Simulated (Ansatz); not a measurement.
WC (P-6m2)

These are results of DFT PBEsol, scalar-relativistic, plane waves, PAW in Ansatz, not measurements.

Settings: cutoff 420 eV, Γ-centred mesh 18×18×14 on the computed 2-atom cell, Gaussian smearing of 0.10 eV; no spin polarisation.

The structure is relaxed at this level of theory with its symmetry kept.

```yaml
crystal:
  lattice:
    - [2.89841, 0.00000, 0.00000]
    - [-1.44921, 2.51010, 0.00000]
    - [0.00000, 0.00000, 2.82778]
  atoms:
    - { symbol: W, position: [0.00000, 0.00000, 0.00000] }
    - { symbol: C, position: [0.66667, 0.33333, 0.50000] }
```

| Quantity | Value |
| --- | --- |
| Space group | P-6m2 (No. 187) |
| Volume per atom | 10.29 Å³ |
| Formation energy from the elements' standard states (uncorrected) | -0.236 eV/atom |
| Kohn–Sham band gap | none (metal) |
| Density of states at the Fermi level | 0.30 states/eV per cell |
| Löwdin character within 0.5 eV of the Fermi level | W 5d 73 %, C 2p 21 % |
| Bulk modulus | 406 GPa |
| Its pressure derivative | 4.2 |
| Bader charges (e) | W (1 in the cell) 1.39, C (1 in the cell) -1.39 |

Spin-orbit coupling is left out, which matters for the bands of heavy elements.